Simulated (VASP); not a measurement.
## VASP inputs for BN (strained database structure)

INCAR

```
SIGMA = 0.01
PREC = Accurate
LASPH = .TRUE.
NSW = 0
ENCUT = 520
ISMEAR = 0
EDIFF = 1E-7
NELM = 120
METAGGA = R2SCAN
IBRION = -1
LREAL = .FALSE.
ISIF = 2
ALGO = Normal
LCHARG = .FALSE.
LWAVE = .FALSE.
NBANDS = 11
```

KPOINTS

```
KPOINTS created by Atomic Simulation Environment
0
Gamma
12 12 12
0 0 0
```

KPOINTS_OPT

```
special points
11
Reciprocal
0.0000000000 0.0000000000 0.0000000000 1
-0.3498629863 -0.3498629863 0.3498361305 1
0.3498630853 -0.6501369147 -0.3498746098 1
0.5000000991 -0.4999999009 -0.5000000989 1
0.5000000991 -0.4999999009 -0.0000000992 1
0.3004652424 -0.6995347576 0.1995194411 1
-0.3004651433 -0.3004651433 0.8004420791 1
0.0000000000 0.0000000000 0.4999999998 1
0.0000000495 -0.4999999505 0.4999807601 1
0.3403722137 -0.6596277863 0.1596155330 1
0.3098960000 0.3880210000 0.0104170000 1
```

POSCAR

```
B  N
 1.0000000000000000
     2.3561215006000000    0.0026307079000000   -0.2315042030000000
    -1.1689244400000001    2.0457049564999998    0.2315452333000000
    -0.8758633087000000   -0.8605277782000000    3.1374682307000001
 B   N
   1   1
Cartesian
  1.1815751210095349  2.0360155408550806 -0.0183994803346899
  0.2991889139361912 -0.1889424354480080  3.0376020648360935
```

VASP ran with the recommended PBE PAW datasets (8 valence electrons in the cell).

**Question.** Predict the results.

**Answer.** gap between bands v and c 4.83 eV; least direct gap 5.86 eV; pressure 57.2 GPa.

Band v is the last that the valence electrons fill when counted band by band, and c is the next. Levels in eV from the top of v:

```
point    v−1      v      c    c+1
    Γ  -1.17  -1.17   6.11  13.82
    C  -7.68  -0.30   5.62  13.89
  C_2  -7.68  -0.30   5.62  13.89
  Y_2  -4.66  -1.62   4.83  12.35
  M_2  -4.56  -0.70   6.41  12.46
    D  -7.51  -0.71   5.94  13.92
  D_2  -7.51  -0.71   5.94  13.92
    A  -1.20  -1.20  12.70  13.70
```
